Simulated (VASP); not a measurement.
# Cd (Fm-3m) in VASP: notebook, part 2 of 2

VASP 6.6.1. Earlier steps stand in the parts before.

**3. Single point, revPBE**

Contents of INCAR:

```
PREC = Accurate
ENCUT = 520
EDIFF = 1E-7
ISMEAR = -1
SIGMA = 0.1
LREAL = False
LASPH = True
NELM = 80
ALGO = Normal
ISIF = 2
LWAVE = False
LCHARG = False
GGA = RE
NBANDS = 12
```

Contents of KPOINTS:

```
regular mesh
0
Gamma
  13 13 13
```

Contents of POSCAR:

```
Cd
1.0
    0.0000000000      2.2885734411      2.2885734411
    2.2885734411      0.0000000000      2.2885734411
    2.2885734411      2.2885734411      0.0000000000
Cd
1
Direct
    0.0000000000      0.0000000000      0.0000000000
```

Potentials or basis: VASP PAW PBE potentials, release 64 (Cd).

Command:

```console
$ cat potpaw_PBE.64/Cd/POTCAR > POTCAR
$ mpirun -np 1 vasp_std > vasp.out
```

OUTCAR:

```text
PREC = Accurate
   ENCUT = 520
   EDIFF = 1E-7
   ISMEAR = -1
   LREAL = False
   LASPH = True
   NELM = 80
   ISIF = 2
   GGA = RE

 ion  position               nearest neighbor table
   1  0.000  0.000  0.000-

  LATTYP: Found a face centered cubic cell.
 ALAT       =     4.5771468822

  Lattice vectors:

 A1 = (   0.0000000000,   2.2885734411,   2.2885734411)
 A2 = (   2.2885734411,   0.0000000000,   2.2885734411)
[... 537 lines left out ...]
     10      13.8750      0.00000
     11      20.6316      0.00000
     12      20.6369      0.00000

 [... further k-points ...]

------------------------ aborting loop because EDIFF is reached ----------------------------------------

  FORCE on cell =-STRESS in cart. coord.  units (eV):
  Direction    XX          YY          ZZ          XY          YZ          ZX
  --------------------------------------------------------------------------------------
  -------------------------------------------------------------------------------------
  Total        0.0146545      0.0146545      0.0146545     -0.0000000     -0.0000000     -0.0000000
  in kB        0.9793903      0.9793903      0.9793903     -0.0000000     -0.0000000     -0.0000000
  external PRESSURE =       0.9793903 kB  Pullay stress =       0.0000000 kB

 VOLUME and BASIS-vectors are now :
 -----------------------------------------------------------------------------
  energy-cutoff  :      520.00
  volume of cell :       23.97
      direct lattice vectors                 reciprocal lattice vectors
     0.000000000  2.288573441  2.288573441    -0.218476712  0.218476712  0.218476712
     2.288573441  0.000000000  2.288573441     0.218476712 -0.218476712  0.218476712
     2.288573441  2.288573441  0.000000000     0.218476712  0.218476712 -0.218476712

 POSITION                                       TOTAL-FORCE (eV/Angst)
 -----------------------------------------------------------------------------------
      0.00000      0.00000      0.00000         0.000000      0.000000      0.000000
 -----------------------------------------------------------------------------------
    total drift:                               -0.000000      0.000000     -0.000000

  FREE ENERGIE OF THE ION-ELECTRON SYSTEM (eV)
  ---------------------------------------------------
  free  energy   TOTEN  =        -0.4239001152 eV

  energy  without entropy=       -0.4114845646  energy(sigma->0) =       -0.41769234
```

OSZICAR:

```text
N       E                     dE             d eps       ncg     rms          rms(c)
DAV:   1     0.712969575322E+02    0.71297E+02   -0.69277E+03  2120   0.979E+02
DAV:   2     0.927914865624E+00   -0.70369E+02   -0.66821E+02  2196   0.236E+02
DAV:   3    -0.440638418508E+00   -0.13686E+01   -0.13679E+01  2400   0.369E+01
DAV:   4    -0.442338944816E+00   -0.17005E-02   -0.17005E-02  2296   0.129E+00
DAV:   5    -0.442343128866E+00   -0.41841E-05   -0.41838E-05  2432   0.639E-02    0.251E+00
DAV:   6    -0.421029334596E+00    0.21314E-01   -0.72541E-02  2432   0.329E+00    0.206E+00
DAV:   7    -0.422750864844E+00   -0.17215E-02   -0.94227E-03  2240   0.997E-01    0.978E-01
DAV:   8    -0.423834734083E+00   -0.10839E-02   -0.17564E-03  2144   0.517E-01    0.639E-02
DAV:   9    -0.423897099596E+00   -0.62366E-04   -0.45478E-05  2372   0.648E-02    0.124E-02
DAV:  10    -0.423900268758E+00   -0.31692E-05   -0.28916E-06  2216   0.174E-02    0.185E-03
DAV:  11    -0.423900139408E+00    0.12935E-06   -0.37529E-08  1664   0.182E-03    0.106E-03
DAV:  12    -0.423900115183E+00    0.24225E-07   -0.57037E-09  1192   0.955E-04
   1 F= -.42390012E+00 E0= -.41769234E+00  d E =-.124156E-01
```

stdout:

```text
POSCAR found type information on POSCAR Cd
 POSCAR found :  1 types and       1 ions
 scaLAPACK will be used
 -----------------------------------------------------------------------------
|                                                                             |
|                                                                             |
|     You enforced a specific xc type in the INCAR file but a different       |
|     I HOPE YOU KNOW WHAT YOU ARE DOING!                                     |
|                                                                             |
 -----------------------------------------------------------------------------

 LDA part: xc-table for (Slater+PW92), standard interpolation
 POSCAR, INCAR and KPOINTS ok, starting setup
 FFT: planning ... GRIDC
 FFT: planning ... GRID_SOFT
 FFT: planning ... GRID
 WAVECAR not read
 entering main loop
```

Wall time 11 s (1 thread of AMD EPYC 9R45 (Zen 5), shared host); peak memory 0.12 GiB.

What came out:

| Item | Value |
| --- | --- |
| Free energy | -0.4239 eV |
| Pressure | 0.1 GPa |
| Band gap on the k mesh | none (metal or under the smearing width) |

Caveat: the PAW data sets were made with another functional, which shifts forces and pressure a little.

**4. Single point, revPBE**

This run uses another cell than the first one, of 24.93 Å³/atom, 1.040 times its volume.

Contents of INCAR:

```
SYSTEM = Cd
PREC     = Accurate       ! precision mode
ENCUT    = 520            ! plane-wave cutoff, eV
EDIFF    = 1E-6           ! SCF threshold, eV
ISMEAR   = -1             ! smearing method
SIGMA    = 0.1            ! smearing width, eV
LREAL    = .FALSE.        ! projectors in reciprocal space
LASPH    = .TRUE.         ! aspherical terms in the spheres
NELM     = 100            ! most SCF steps
ALGO     = Fast           ! electronic algorithm
ISIF     = 2              ! what is computed and relaxed
LWAVE    = .FALSE.        ! write WAVECAR
LCHARG   = .FALSE.        ! write CHGCAR
GGA      = RE             ! functional
NBANDS   = 12             ! bands
```

Contents of KPOINTS:

```
Automatic mesh
0
G
  13 13 13
  0 0 0
```

Contents of POSCAR:

```
Cd
1.0
    0.0000000000      2.3186897032      2.3186897032
    2.3186897032      0.0000000000      2.3186897032
    2.3186897032      2.3186897032      0.0000000000
Cd
1
Direct
    0.0000000000      0.0000000000      0.0000000000
```

Command:

```console
$ cat potpaw_PBE.64/Cd/POTCAR > POTCAR
$ mpirun -np 1 vasp_std > vasp.out
```

Wall time 11 s (1 thread of AMD EPYC 9R45 (Zen 5), shared host); peak memory 0.12 GiB.

The run converged. Its results:

```
Free energy            : -0.4208 eV
Pressure               : -1.1 GPa
Band gap on the k mesh : none (metal or under the smearing width)
```

Levels at points of the mesh, in eV from the Fermi level:
| k point | band 3 | band 4 | band 5 | band 6 | band 7 | band 8 | band 9 | band 10 |
| --- | --- | --- | --- | --- | --- | --- | --- | --- |
| (0.00, 0.00, 0.00) | -8.85 | -8.52 | -8.52 | -7.84 | 13.37 | 13.67 | 13.67 | 13.67 |

Caveat: the PAW data sets were made with another functional, which shifts forces and pressure a little.

**5. Overview**

| cell | k mesh | gap on the mesh (eV) | pressure (GPa) |
| --- | --- | --- | --- |
| Fm-3m, 23.97 Å³/atom | 19 × 19 × 19 | none | 0.1 |
| Fm-3m, 23.97 Å³/atom | 13 × 13 × 13 | none | 0.1 |
| Fm-3m, 24.93 Å³/atom | 13 × 13 × 13 | none | -1.1 |

Alike in all rows: task single point; level revPBE; potentials or basis VASP PAW PBE potentials, release 64 (Cd); no spin polarisation; cutoff (eV) 520; smearing fermi-dirac 0.1 eV.

Every run on the cell as given and a fine mesh finds a metal.

Caveats: the PAW data sets were made with another functional, which shifts forces and pressure a little.

Absolute energies hang on the potentials; compare differences alone.
